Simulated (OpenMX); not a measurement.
Crystal: Zr.

```
Zr
1.0
     3.23200    0.00000    0.00000
    -1.61600    2.79899    0.00000
     0.00000    0.00000    5.14700
Zr
2
Direct
  0.66667 0.33333 0.75000
  0.33333 0.66667 0.25000
```

Base run:

- Program: OpenMX 3.8.5
- Functional: PBE
- Potentials or basis: OpenMX 2013 PBE set, Zr7.0-s3p2d2, grid cutoff 400 Ry
- k mesh: 9 × 9 × 5
- Occupations: fermi-dirac, width 0.05 eV
- Spin: no spin polarisation

Its results: pressure 1.4 GPa; largest force 0.007 eV/Å.

Task: After a change of settings the same cell gave: pressure 2.2 GPa; largest force 0.007 eV/Å. Which change was it?
A. potentials or basis from OpenMX 2013 PBE set, Zr7.0-s3p2d2, grid cutoff 400 Ry to OpenMX 2013 PBE set, Zr7.0-s3p2d1, grid cutoff 400 Ry
B. functional from PBE to LDA; potentials or basis from OpenMX 2013 PBE set, Zr7.0-s3p2d2, grid cutoff 400 Ry to OpenMX 2013 LDA set, Zr7.0-s3p2d2, grid cutoff 400 Ry
C. potentials or basis from OpenMX 2013 PBE set, Zr7.0-s3p2d2, grid cutoff 400 Ry to OpenMX 2013 PBE set, Zr7.0-s3p2d2f1, grid cutoff 400 Ry

Result: A.

Caveats: the basis of atomic orbitals isn't converged, which shifts pressures, moduli and gaps.
